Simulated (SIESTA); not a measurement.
InP:

```xyz
2
Lattice="0.0000 2.9305 2.9305 2.9305 0.0000 2.9305 2.9305 2.9305 0.0000" Properties=species:S:1:pos:R:3 pbc="T T T"
In    0.0000    0.0000    0.0000
P     4.3957    4.3957    4.3957
```

Base run:

- Program: SIESTA 5.4.2
- Functional: AM05
- Potentials or basis: PseudoDojo 0.4 standard (PBEsol files)
- Basis: DZP (energy shift 0.003 Ry; two zetas on semicore shells)
- Grid cutoff: 500 Ry
- Energy shift: 0.003 Ry
- k mesh: 8 × 8 × 8
- Occupations: fermi-dirac, width 0.05 eV
- Spin: no spin polarisation

Its results: band gap on the k mesh 0.83 eV, direct; pressure 1.1 GPa.

Question: After a change of settings the same cell gave: band gap on the k mesh 0.77 eV, direct; pressure 1.0 GPa. Which change was it?
A. functional from AM05 to PBEsol
B. functional from AM05 to PBE; potentials or basis from PseudoDojo 0.4 standard (PBEsol files) to PseudoDojo 0.4 standard (PBE files)
C. functional from AM05 to vdW-DF-cx; potentials or basis from PseudoDojo 0.4 standard (PBEsol files) to PseudoDojo 0.4 standard (PBE files)
D. functional from AM05 to BLYP; potentials or basis from PseudoDojo 0.4 standard (PBEsol files) to PseudoDojo 0.4 standard (PBE files)

Answer: A.

Caveats: spin-orbit coupling is left out, which moves the levels of the heavy elements; the basis of atomic orbitals isn't converged, which shifts pressures, moduli and gaps; the potentials were made for another functional, which shifts forces and pressure (some runs).

Not every run made on this cell is shown here.
